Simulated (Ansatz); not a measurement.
# CaO: pressure against volume

CaO, Fm-3m, a = 4.830 Å. Ansatz: PBE, PAW, 420 eV, Γ-centred 8×8×8 mesh on 2 atoms, Gaussian smearing 0.02 eV; no spin polarisation. Symmetry fixes shape and atoms, so the cell is only scaled; pressure is positive in compression.

```tsv
V (Å³/atom)	P (GPa)
12.396	17.88
12.818	12.27
13.241	7.52
13.663	?
14.086	0.05
14.508	-2.88
14.931	-5.38
15.494	-8.14
```

Task: Take V0 = 14.086 Å³/atom, count pressures from its P0 = 0.05 GPa, fit the third-order Birch–Murnaghan form to the other rows, and predict the missing pressure.

Result: With the Eulerian strain f = ½[(V0/V)^(2/3) − 1] and y = (P − P0)/[3f(1 + 2f)^(5/2)], the form is the line y = B0 + 1.5 B0 (B0′ − 4) f. Rows (f, y): 0.04447, 108.0; 0.03245, 107.3; 0.02105, 106.7; -0.00974, 105.3; -0.01905, 104.7; -0.03077, 104.0. Means f = 0.006402, y = 106.00; Σ(Δf)² = 0.004632, ΣΔfΔy = 0.2390; the slope is their ratio. y = 105.7 + 51.59 f GPa, so B0 = 105.7 GPa and B0′ = 4 + 2 × (51.59)/(3 × 105.7) = 4.33. At V = 13.663, f = 0.01027, y = 106.23 and P = 3.49 GPa. The run gave 3.48 GPa, so the fit is 0.01 GPa too high, within twice the rms miss on the fitted rows (0.007 GPa).